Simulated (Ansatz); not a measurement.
# Simulated XPS, UPS and emission spectra of AlP, part 2 of 2

Aim: the valence spectrum of AlP from He I to hard X-rays, and which orbitals make each feature.

Ansatz 0.2.0; DFT, LDA, plane-wave PAW, default files, scalar-relativistic (the session's first sound run).

So far. Step 2 (The base run): At this level the gap is 1.44 eV on the path.

The database entry behind the starting cell differs from later determinations by our own check (0.1 to 0.3 % short, probably kX units), so it need not match the best structure at ambient conditions.

## 3. With PBEsol

This step: DFT, PBEsol, plane-wave PAW, default files, scalar-relativistic (Ansatz 0.2.0).

The run is repeated with PBEsol on the same cell, to see how much the levels hang on the functional.

input.yaml reads:

```yaml
crystal:
  lattice:
    - [0.0, 2.7255, 2.7255]
    - [2.7255, 0.0, 2.7255]
    - [2.7255, 2.7255, 0.0]
  atoms:
    - { symbol: P, position: [0.75, 0.75, 0.75] }
    - { symbol: Al, position: [0.0, 0.0, 0.0] }
kpoints:
  mp_grid: { grid: [10, 10, 10] }
  band_path:
    path:
      - [[0.0, 0.0, 0.0], [-0.5, -0.5, 0.0], [-0.375, -0.375, 0.25]]
      - [[-0.375, 0.0, 0.375], [0.0, 0.0, 0.0], [0.0, 0.0, 0.5], [-0.5, -0.25, 0.25], [-0.5, -0.5, 0.0]]
    npoints: 15
scf:
  occupations: { method: fermi_dirac, width: 0.02 }
  n_extra_bands: 8
hamiltonian:
  xc: pbesol
  pseudopotentials: { kind: paw }
output:
  forces: true
  stress: true
  dos:
    projected: true
    de: 0.05
    e_range: [-30, 12]
    nscf_kmesh: { grid: [16, 16, 16] }
  fatbands: true
```

Launch:

```sh
> ansatz run input.yaml --threads 2 --pin off --max-ram 4096MiB --backend cpu --events-out ev --progress --plain --runs-dir out
```

Numbers of over 12 decimals in the logs are rounded to 6 here.

The program printed:

```text
[...]
Crystal: 2 atoms, lattice volume = 40.492 Å³
Basis set: ecut = 420 eV, 749 PW (Γ), exchange–correlation on 54×54×54 points (8 copies of the dense FFT grid, shifted against one another)
Bands: 12, of which v1, the nominal top of the filled ones, is band 4 counted from 1 (3 counted from 0)
Symmetry: 24 space group operations
[...]
k-points: 47 of 1000 (time reversal used)
[...]
SCF iter   1: F=—  HF=-1265.736687 eV  |F-HF|=—  |Δ(HF+E_count)|=         —  Δρ=3.59e-3  dr2=9.18e-3  ethr=1.77e-3  ⟨swp⟩=6.3  Hψ=4601  notcnv=0  defer=2
[...]
SCF iter   6: F=-1265.734148 eV  HF=-1265.734148 eV  |F-HF|=1.02e-11  |Δ(HF+E_count)|=   4.28e-9  Δρ=3.70e-7  dr2=2.83e-11  ethr=4.19e-11  ⟨swp⟩=7.0  Hψ=3338  notcnv=0
SCF 1 converged in 6 iterations: F = -1265.734148 eV  dr2 = 2.83e-11
[...]
NSCF: frozen V_eff on 92 k-points
[...]
SCF converged after 6 iterations
Free energy (F): -1265.734148 eV
[...]
Internal energy: -1265.734148 eV  (E = F + TS)
E sigma→0 (E₀):  -1265.734148 eV
Fermi energy:    5.756218 eV
[...]
--- Stress (GPa, compression-positive) ---
        0.948493       0.000000       0.000000
       -0.000000       0.948493       0.000000
        0.000000       0.000000       0.948493
  P = ⅓ Tr σ = 0.9485 GPa (9.485 kbar)
--- Band table (eV; the first three rows and the last of 47) ---
  k-point 0: bands = [-6.5114, 5.0393, 5.0393, 5.0393, 8.2783, 9.5507, 9.5507, 9.5507, ... 4 higher]
  k-point 1: bands = [-6.3992, 4.1675, 4.9390, 4.9390, 8.6792, 9.7451, 9.7451, 9.8177, ... 4 higher]
  k-point 2: bands = [-6.0748, 2.6087, 4.7126, 4.7126, 8.4910, 10.0799, 10.0799, 11.1526, ... 4 higher]
  k-point 46: bands = [-4.0830, 0.0378, 1.9078, 2.2208, 8.7834, 9.9352, 11.9114, 12.1792, ... 4 higher]
```

The job ended after 4.5 s (2 threads of Arm Neoverse V2, shared host; peak memory 0.3 GiB; 8.8 s of CPU time).

Numbers from this step:

```yaml
free_energy: -1265.7341 eV
fermi_energy: 5.756 eV
pressure: 0.9485 GPa
gap_on_the_k_mesh: 1.432 eV
gap_on_the_path: 1.432 eV
least_direct_gap_on_the_path: 3.239 eV
```

The electronic bands at the labelled points (eV, zero at the valence-band maximum; v1 is the highest filled band, c1 the lowest empty one):

| point | v4 | v3 | v2 | v1 | c1 | c2 | c3 | c4 |
| --- | --- | --- | --- | --- | --- | --- | --- | --- |
| Γ | -11.55 | 0.00 | 0.00 | 0.00 | 3.24 | 4.51 | 4.51 | 4.51 |
| 0.47 of the way | -10.77 | -2.67 | -1.20 | -1.20 | 2.91 | 4.18 | 6.78 | 6.78 |
| X | -9.17 | -5.35 | -2.13 | -2.13 | 1.43 | 2.37 | 11.02 | 11.02 |
| 0.53 of the way | -9.16 | -5.25 | -2.79 | -2.02 | 1.85 | 3.21 | 9.81 | 10.15 |
| U | -9.20 | -5.06 | -3.49 | -1.76 | 2.31 | 5.03 | 8.41 | 8.68 |
| jump to K | -9.20 | -5.06 | -3.49 | -1.76 | 2.31 | 5.03 | 8.41 | 8.68 |
| 0.53 of the way | -10.69 | -3.24 | -1.79 | -0.35 | 4.29 | 5.04 | 5.34 | 6.10 |
| Γ | -11.55 | 0.00 | 0.00 | 0.00 | 3.24 | 4.51 | 4.51 | 4.51 |
| 0.53 of the way | -10.80 | -3.46 | -0.48 | -0.48 | 3.20 | 5.09 | 5.09 | 7.10 |
| L | -9.84 | -5.60 | -0.77 | -0.77 | 2.75 | 4.74 | 4.74 | 8.10 |
| 0.47 of the way | -9.56 | -5.27 | -2.50 | -1.42 | 3.85 | 4.38 | 6.59 | 7.78 |
| W | -9.12 | -4.95 | -3.24 | -2.88 | 4.21 | 5.92 | 6.03 | 6.31 |
| 0.47 of the way | -9.14 | -5.16 | -2.75 | -2.59 | 2.66 | 3.64 | 8.38 | 8.77 |
| X | -9.17 | -5.35 | -2.13 | -2.13 | 1.43 | 2.37 | 11.02 | 11.02 |

Of the projections kept (P s, P p, Al s, Al p, not projected), the largest for each band there; the rest of the weight can lie on other orbitals:

| point | v4 | v3 | v2 | v1 | c1 | c2 | c3 | c4 |
| --- | --- | --- | --- | --- | --- | --- | --- | --- |
| Γ | P s 0.53 | P p 0.91 | P p 0.91 | P p 0.91 | Al s 0.52 | Al p 0.87 | Al p 0.87 | Al p 0.87 |
| X | P s 0.68 | P p 0.63 | P p 0.68 | P p 0.68 | Al p 0.61 | Al s 0.42 | Al p 0.63 | Al p 0.63 |
| U | P s 0.68 | P p 0.58 | P p 0.60 | P p 0.70 | Al p 0.44 | not projected 0.44 | Al p 0.51 | not projected 0.62 |
| K | P s 0.68 | P p 0.58 | P p 0.60 | P p 0.70 | Al p 0.44 | not projected 0.44 | Al p 0.51 | not projected 0.62 |
| Γ | P s 0.53 | P p 0.91 | P p 0.91 | P p 0.91 | Al s 0.52 | Al p 0.87 | Al p 0.87 | Al p 0.87 |
| L | P s 0.61 | P p 0.55 | P p 0.80 | P p 0.80 | Al s 0.37 | Al p 0.62 | Al p 0.62 | not projected 0.64 |

The electronic bands as a text plot (rows in eV, shown from -8.0 to 4.5 only):

```
    4.3 |++++ +                 +++++++             ++  +++
    3.7 | + ++ +        +     ++    ++  +++          +++   +++
    3.2 |+      ++     +    ++        ++   ++++    ++         +
    2.7 |     ++  ++  +   ++                   ++++          + +
    2.2 |       ++  ++  ++                                    + +
    1.6 |         ++++++                                       ++
    1.1 |
    0.6 |
    0.1 |**                       ********
   -0.4 | ***                  *** ***  * *****
   -1.0 |  * **              **   * *    *     ******
   -1.5 |   ** **         ***    * *               ****
   -2.0 |        *********      * *       *          * **       *
   -2.5 |     *        *       * *         *          *  *  ****
   -3.0 |      *        *    **             *          ** ***
   -3.6 |       *        ****   *                        *
   -4.1 |        *             *             *
   -4.6 |         *         ***               *
   -5.1 |          *********                   **    ************
   -5.7 |                                        ****
   -6.2 |
   -6.7 |
   -7.2 |
   -7.7 |
         Γ           X  U|K            Γ         L        W     X
```

This run's widths, added to any smearing of the DOS itself: Gaussian 0.1 eV, Lorentzian 0.05 eV plus 0.03 an eV of depth. Table of intensity by binding energy, zero at the valence-band maximum; values in % of the maximum within 13 eV:

| binding energy (eV) | 21.2 eV | 40.8 eV | 1486.7 eV | 5950 eV | 9251.7 eV |
| --- | --- | --- | --- | --- | --- |
| -1 | 0.738 | 0.702 | 0.419 | 0.226 | 0.197 |
| 0 | 7.87 | 6.54 | 3.31 | 1.21 | 0.893 |
| 1 | 96.2 | 83.1 | 40.2 | 14.3 | 10.5 |
| 2 | 95.1 | 87.3 | 43.2 | 17.7 | 13.9 |
| 3 | 57.5 | 55.1 | 30.3 | 15.1 | 12.9 |
| 4 | 23.3 | 24.2 | 18.5 | 12.7 | 11.8 |
| 5 | 99.4 | 99.3 | 72.1 | 47.2 | 43.1 |
| 6 | 3.14 | 3.43 | 2.68 | 1.91 | 1.79 |
| 7 | 1.07 | 1.63 | 1.73 | 1.51 | 1.48 |
| 8 | 1.05 | 2.57 | 3.39 | 3.28 | 3.26 |
| 9 | 6.87 | 24.1 | 34.9 | 35.0 | 35.0 |
| 10 | 16.8 | 52.2 | 73.6 | 73.0 | 72.9 |
| 11 | 6.29 | 19.2 | 26.8 | 26.4 | 26.2 |
| 12 | - | 2.34 | 3.25 | 3.19 | 3.18 |
| 13 | - | - | - | - | - |

Spectra as before, but with a recipe of its own (widths, and in some runs the light), which changes peak heights and what is resolved: Gaussian 0.1 eV, Lorentzian 0.05 eV plus 0.03 times the binding energy, unpolarised light, analyser at 45°, Fermi edge at 300 K; some photon energies differ too.

The two runs compared:

| quantity | this run | base run | difference |
| --- | --- | --- | --- |
| gap on the path (eV) | 1.4319 | 1.4381 | -0.00620 |
| least direct gap on the path (eV) | 3.239 | 3.1484 | 0.0906 |
| gap on the k-mesh (eV) | 1.4319 | 1.4381 | -0.00620 |

One result that differs is the least direct gap on the path, 3.24 eV against 3.15 eV.

At this level the gap is 1.43 eV on the path.

## 4. A hybrid functional

This step: DFT, PBE0, plane-wave PAW, default files, scalar-relativistic (Ansatz 0.2.0).

Exact exchange corrects much of the semilocal gap error, at a far higher cost.

input.yaml, the sections that differ from step 3:

```yaml
kpoints:
  mp_grid: { grid: [8, 8, 8] }
hamiltonian:
  xc: pbe0
  pseudopotentials: { kind: paw }
output:
  forces: true
  dos:
    projected: true
    de: 0.05
    e_range: [-30, 12]
    method: { smearing: { sigma: 0.15, scheme: gaussian } }
# crystal, scf: as in step 3
```

The program printed:

```text
[...]
Crystal: 2 atoms, lattice volume = 40.492 Å³
Basis set: ecut = 420 eV, 749 PW (Γ), exchange–correlation on 54×54×54 points (8 copies of the dense FFT grid, shifted against one another)
Bands: 12, of which v1, the nominal top of the filled ones, is band 4 counted from 1 (3 counted from 0)
Symmetry: 24 space group operations
[...]
k-points: 29 of 512 (time reversal used)
[...]
SCF iter   1: F=—  HF=-1294.426590 eV  |F-HF|=—  |Δ(HF+E_count)|=         —  Δρ=1.35e-3  dr2=1.32e-3  ethr=1.77e-3  ⟨swp⟩=7.9  Hψ=1841  notcnv=0
[...]
SCF iter   2: F=-1294.426406 eV  HF=-1294.426361 eV  |F-HF|=4.47e-5  |Δ(HF+E_count)|=   2.29e-4  Δρ=3.89e-4  dr2=5.52e-5  ethr=6.73e-7  ⟨swp⟩=3.0  Hψ=1443  notcnv=0  defer=9
SCF 1 stopped early in 2 iterations: F = -1294.426406 eV  dr2 = 5.52e-5
[...]
Frozen-core exchange: fock
SCF iter   1: F=—  HF=-1295.789863 eV  |F-HF|=—  |Δ(HF+E_count)|=         —  Δρ=2.33e-3  dr2=2.09e-3  ethr=6.89e-6  ⟨swp⟩=7.2  Hψ=1693  notcnv=0
[...]
SCF iter   6: F=-1295.792330 eV  HF=-1295.792330 eV  |F-HF|=5.04e-7  |Δ(HF+E_count)|=   1.12e-6  Δρ=8.33e-6  dr2=9.76e-7  ethr=2.26e-8  ⟨swp⟩=2.3  Hψ=484  notcnv=0  defer=2
SCF 2 stopped early in 6 iterations: F = -1295.792330 eV  dr2 = 9.76e-7
[...]
hybrid outer 1: dexx = +4.003e-3 eV, tail = 2.50e-6 eV
Frozen-core exchange: fock
SCF iter   1: F=—  HF=-1295.792354 eV  |F-HF|=—  |Δ(HF+E_count)|=         —  Δρ=1.50e-5  dr2=1.02e-7  ethr=1.56e-7  ⟨swp⟩=5.5  Hψ=1119  notcnv=0
[...]
SCF iter   2: F=-1295.792354 eV  HF=-1295.792354 eV  |F-HF|=4.12e-10  |Δ(HF+E_count)|=   1.18e-8  Δρ=3.64e-6  dr2=1.82e-8  ethr=1.04e-9  ⟨swp⟩=3.0  Hψ=543  notcnv=0
SCF 3 converged in 2 iterations: F = -1295.792354 eV  dr2 = 1.82e-8
  Residual-converged pass: ⟨swp⟩=3.0  Hψ=586  notcnv=0  max |occ|·‖R‖ = 6.5e-6 eV (tolerance 6.7e-6 eV)  dr2=1.84e-8  dr2_onsite=9.42e-11  max |Δocc| = 0.0e0
hybrid outer 2: dexx = +8.231e-8 eV, tail = 3.72e-8 eV, Δε = 1.11e-3 eV (about 1.48e-4 eV left of the loop's levels)
hybrid SCF converged: 2 outer / 8 inner (+2 warm-up), last move |dexx| = 8.23e-8 eV, tail = 3.72e-8 eV
Stability not checked: this state was not tested for a lower state beside it, because the functional holds exact exchange (a hybrid, or Hartree-Fock), whose exchange loop this test does not read (fock_operator; see scf.lower_state_search)
Free energy (F): -1295.792354 eV
Frozen-core exchange: fock
[...]
Internal energy: -1295.792354 eV  (E = F + TS)
E sigma→0 (E₀):  -1295.792354 eV
Fermi energy:    5.731979 eV
[...]
--- Band table (eV; the first three rows and the last of 29) ---
  k-point 0: bands = [-8.6012, 4.2672, 4.2672, 4.2672, 9.2282, 10.4891, 10.4891, 10.4891, ... 4 higher]
  k-point 1: bands = [-8.4094, 2.9467, 4.1051, 4.1051, 9.6281, 10.7994, 10.7994, 11.0625, ... 4 higher]
  k-point 2: bands = [-7.8685, 0.7448, 3.7774, 3.7774, 9.1915, 11.1196, 11.1196, 13.0548, ... 4 higher]
  k-point 28: bands = [-5.9242, -1.2177, 0.7188, 1.1507, 10.1293, 12.0729, 12.0755, 12.4622, ... 4 higher]
```

The job ended after 11 s (2 threads; peak memory 1.7 GiB).

This step gave:

| Quantity | Value |
| --- | --- |
| free energy | -1295.7924 eV |
| Fermi energy | 5.732 eV |
| gap on the k-mesh | 2.929 eV |
| share of occupied states in no projected shell | 0.0077 of the occupied states in the window |

Maxima picked by a test of local sharpness, so broad peaks and shoulders can be missing; peaks within 0.45 eV of a curve's cut are left out. Valence peaks, by row:

| photon energy (eV) | binding energy (eV) | height (% of the maximum within 13 eV) | main shell | its share (%) |
| --- | --- | --- | --- | --- |
| 21.2 | 10.69 | 12.6 | P 3s | 61.74 |
| 21.2 | 5.485 | 63.64 | P 3p | 80.52 |
| 21.2 | 2.735 | 77.77 | P 3p | 93.13 |
| 21.2 | 1.585 | 100 | P 3p | 96.01 |
| 40.8 | 10.74 | 100 | P 3s | 77.44 |
| 40.8 | 5.485 | 84.34 | P 3p | 44.72 |
| 40.8 | 2.785 | 85.68 | P 3p | 62.1 |
| 40.8 | 1.735 | 98.61 | P 3p | 71.05 |
| 1487 | 10.74 | 100 | P 3s | 91.08 |
| 1487 | 5.485 | 52.31 | Al 3s | 49.22 |
| 1487 | 2.835 | 40.46 | P 3p | 60.57 |
| 1487 | 1.735 | 42.4 | P 3p | 76.86 |
| 5415 | 10.74 | 100 | P 3s | 93.39 |
| 5415 | 5.435 | 36.54 | Al 3s | 63.68 |
| 5415 | 2.835 | 19.86 | P 3s | 37.23 |
| 5415 | 1.885 | 15.75 | P 3p | 50.33 |
| 5950 | 10.74 | 100 | P 3s | 93.48 |
| 5950 | 5.435 | 35.97 | Al 3s | 64.31 |
| 5950 | 2.835 | 19.18 | P 3s | 38.58 |

Spectra as before, but with a recipe of its own (widths, and in some runs the light), which changes peak heights and what is resolved: Gaussian 0.35 eV, Lorentzian 0.2 eV plus 0.08 times the binding energy, linear light, analyser at 30°, Fermi edge at 300 K; some photon energies differ too.

The two runs compared:

| quantity | this run | base run | difference |
| --- | --- | --- | --- |
| gap on the k-mesh (eV) | 2.9294 | 1.4381 | 1.49 |

One result that differs is the gap on the k-mesh, 2.93 eV against 1.44 eV.

## 5. Other settings: kpoints.mp_grid.grid = [12, 12, 12]

This step: DFT, LDA, plane-wave PAW, default files, scalar-relativistic; changed: kpoints.mp_grid.grid = [12, 12, 12] (Ansatz 0.2.0).

Some settings are changed to see whether the read-outs move.

input.yaml, the sections that differ from step 4:

```yaml
kpoints:
  mp_grid: { grid: [12, 12, 12] }
hamiltonian:
  xc: lda
  pseudopotentials: { kind: paw }
output:
  forces: true
  stress: true
  dos:
    projected: true
    de: 0.05
    e_range: [-30, 12]
    nscf_kmesh: { grid: [16, 16, 16] }
# crystal, scf: as in step 4
```

The program printed:

```text
[...]
Crystal: 2 atoms, lattice volume = 40.492 Å³
Basis set: ecut = 420 eV, 749 PW (Γ)
Bands: 12, of which v1, the nominal top of the filled ones, is band 4 counted from 1 (3 counted from 0)
Symmetry: 24 space group operations
[...]
k-points: 72 of 1728 (time reversal used)
[...]
SCF iter   1: F=—  HF=-1240.043860 eV  |F-HF|=—  |Δ(HF+E_count)|=         —  Δρ=4.33e-3  dr2=7.61e-3  ethr=1.77e-3  ⟨swp⟩=6.2  Hψ=7068  notcnv=0
[...]
SCF iter   6: F=-1240.041481 eV  HF=-1240.041481 eV  |F-HF|=1.13e-9  |Δ(HF+E_count)|=   1.66e-8  Δρ=2.90e-6  dr2=2.57e-9  ethr=5.06e-10  ⟨swp⟩=7.9  Hψ=5183  notcnv=0
SCF 1 converged in 6 iterations: F = -1240.041481 eV  dr2 = 2.57e-9
[...]
SCF converged after 6 iterations
Free energy (F): -1240.041481 eV
[...]
Internal energy: -1240.041481 eV  (E = F + TS)
E sigma→0 (E₀):  -1240.041481 eV
Fermi energy:    5.635317 eV
[...]
--- Stress (GPa, compression-positive) ---
       -0.835506       0.000000       0.000000
       -0.000000      -0.835506       0.000000
       -0.000000       0.000000      -0.835506
  P = ⅓ Tr σ = -0.8355 GPa (-8.355 kbar)
--- Band table (eV; the first three rows and the last of 72) ---
  k-point 0: bands = [-6.6240, 4.9125, 4.9125, 4.9125, 8.0610, 9.3953, 9.3953, 9.3953, ... 4 higher]
  k-point 1: bands = [-6.5461, 4.2650, 4.8413, 4.8413, 8.4198, 9.5339, 9.5342, 9.5342, ... 4 higher]
  k-point 2: bands = [-6.3179, 3.0086, 4.6673, 4.6673, 8.4150, 9.8301, 9.8301, 10.4623, ... 4 higher]
  k-point 71: bands = [-4.1934, -0.0567, 1.6857, 2.0487, 9.1309, 10.7757, 10.9238, 11.1823, ... 4 higher]
```

The job ended after 3.8 s (2 threads; peak memory 0.31 GiB; 7.4 s of CPU time).

Numbers from this step:

* free energy: -1240.0415 eV
* Fermi energy: 5.635 eV
* pressure: -0.8355 GPa
* gap on the k-mesh: 1.438 eV
* share of occupied states in no projected shell: 0.0073 of the occupied states in the window

This run's widths, added to any smearing of the DOS itself: Gaussian 0.2 eV, Lorentzian 0.2 eV plus 0.05 an eV of depth. Table of intensity by binding energy, zero at the valence-band maximum; values in % of the maximum within 13 eV:

| binding energy (eV) | 21.2 eV | 100 eV | 1486.7 eV | 5950 eV | 9251.7 eV |
| --- | --- | --- | --- | --- | --- |
| -1 | 2.39 | 2.45 | 1.02 | 0.524 | 0.471 |
| 0 | 16.9 | 16.0 | 5.18 | 1.64 | 1.27 |
| 1 | 98.3 | 95.4 | 29.9 | 8.88 | 6.72 |
| 2 | 95.5 | 97.4 | 33.9 | 13.2 | 11.0 |
| 3 | 61.1 | 64.4 | 26.9 | 13.9 | 12.5 |
| 4 | 31.1 | 34.0 | 21.4 | 15.3 | 14.6 |
| 5 | 79.6 | 82.1 | 52.4 | 36.5 | 34.5 |
| 6 | 8.07 | 9.08 | 6.31 | 4.73 | 4.53 |
| 7 | 2.74 | 4.27 | 4.28 | 3.83 | 3.77 |
| 8 | 2.45 | 6.33 | 8.43 | 8.21 | 8.19 |
| 9 | 9.19 | 35.8 | 53.5 | 53.6 | 53.6 |
| 10 | 16.0 | 55.1 | 81.8 | 81.4 | 81.3 |
| 11 | 6.93 | 22.4 | 33.2 | 32.8 | 32.7 |
| 12 | - | 5.12 | 7.44 | 7.32 | 7.30 |

Spectra as before, but with a recipe of its own (widths, and in some runs the light), which changes peak heights and what is resolved: Gaussian 0.2 eV, Lorentzian 0.2 eV plus 0.05 times the binding energy, linear light, analyser at 0°, Fermi edge at 300 K; some photon energies differ too.

The two runs compared:

| quantity | this run | base run | difference |
| --- | --- | --- | --- |
| gap on the k-mesh (eV) | 1.4383 | 1.4381 | 1.2e-4 |

The gap on the k-mesh moves by 0.00 eV at most against the base run, so this change doesn't matter for them.

## 6. Another try

In this try the input is made faulty on purpose, to show what that does.

This step: DFT, LDA, plane-wave PAW, default files, scalar-relativistic; changed: kpoints.mp_grid.kspacing = 0.3, scf.max_iter = 100 (Ansatz 0.2.0).

input.yaml: that of step 5 with these lines changed.

```diff
@@ -9,3 +9,3 @@
 kpoints:
-  mp_grid: { grid: [12, 12, 12] }
+  mp_grid: { grid: [10, 10, 10], kspacing: 0.3 }
 scf:
@@ -13,2 +13,3 @@
   n_extra_bands: 8
+  max_iter: 100
 hamiltonian:
```

The program printed:

```text
Error: invalid value for `kpoints.mp_grid.kspacing`: mutually exclusive with `grid` — set one or the other
```

The job ended after 0.06 s (2 threads; peak memory 0.078 GiB).

The program refused the input before any cycle.

The program's message: “Error: invalid value for `kpoints.mp_grid.kspacing`: mutually exclusive with `grid` — set one or the other”

The change that led to it: kpoints.mp_grid.kspacing = 0.3.

## 7. Summary of results

```
least gap on the mesh and the path                           : 1.44 eV
strongest listed peak within 13 eV of the zero, at 1486.7 eV : 9.6 eV binding, mostly P 3s
strongest listed peak within 13 eV of the zero, at 21.2 eV   : 1.3 eV binding, mostly P 3p
LDA (4.5 s on 2 threads)                                     : gap 1.44 eV, highest Al Kα peak within 13 eV at 9.6 eV (P 3s)
PBEsol (4.5 s on 2 threads)                                  : gap 1.43 eV, highest Al Kα peak within 13 eV at 9.5 eV (P 3s)
PBE0 (11 s on 2 threads)                                     : gap 2.93 eV on a coarse mesh, an upper bound, highest Al Kα peak within 13 eV at 10.7 eV (P 3s)
other settings (3.8 s on 2 threads)                          : gap 1.44 eV, highest Al Kα peak within 13 eV at 9.6 eV (P 3s)
```

In words: AlP is an insulator or semiconductor at the base level (gap 1.44 eV), and its valence spectrum changes with photon energy as the shells' cross sections do. At 21.2 eV the valence spectrum has its highest listed peaks within 10.8 eV at 1.3 eV (P 3p) and 5.0 eV (P 3p). At 1486.7 eV the valence spectrum has its highest listed peaks within 12.6 eV at 1.9 eV (P 3p), 5.0 eV (Al 3s) and 9.6 eV (P 3s). The shell named is the one with most of the intensity, cross sections included, not always the one with most states there. In the main run, from 1486.7 eV towards hard X-rays the P 3s share grows by 17 points, as its cross section falls more slowly with photon energy than those of the shells it gains on. With PBEsol, the gap on the path stays within 0.02 eV. On its own mesh the hybrid gives a gap of 2.93 eV; that mesh may miss the band edges, so it is an upper bound and isn't set against the base run's. At 21.2 eV the area is led by P 3p (84 %), at 5414.7 eV by P 3s (73 %), since cross sections fall faster with photon energy for shells of higher angular momentum. Kohn–Sham levels aren't quasiparticle energies, so peak positions are approximate. Each run has its own recipe for the spectra (widths, photon energies, in some runs the light), so peak heights and places can differ between runs for that reason too. Semilocal Kohn–Sham gaps are too small as a rule.

[Logs are printed without paths, hosts, clocks, repeated set-up lines and the standing remarks that a program may print on its own settings, such as how far it seeks lower states.]

[Hosts, paths, dates, database ids (printed as entryN), source tags and the programs' standing remarks are cut or masked in the printed files.]

[Maps of the electrostatic potential energy from Ansatz leave out the sawtooth potential of an applied field or a dipole correction, so their vacuum need not be flat; work functions include it.]

[Peak lists hold at most the 14 tallest peaks of each spectrum; further lines can be left out.]
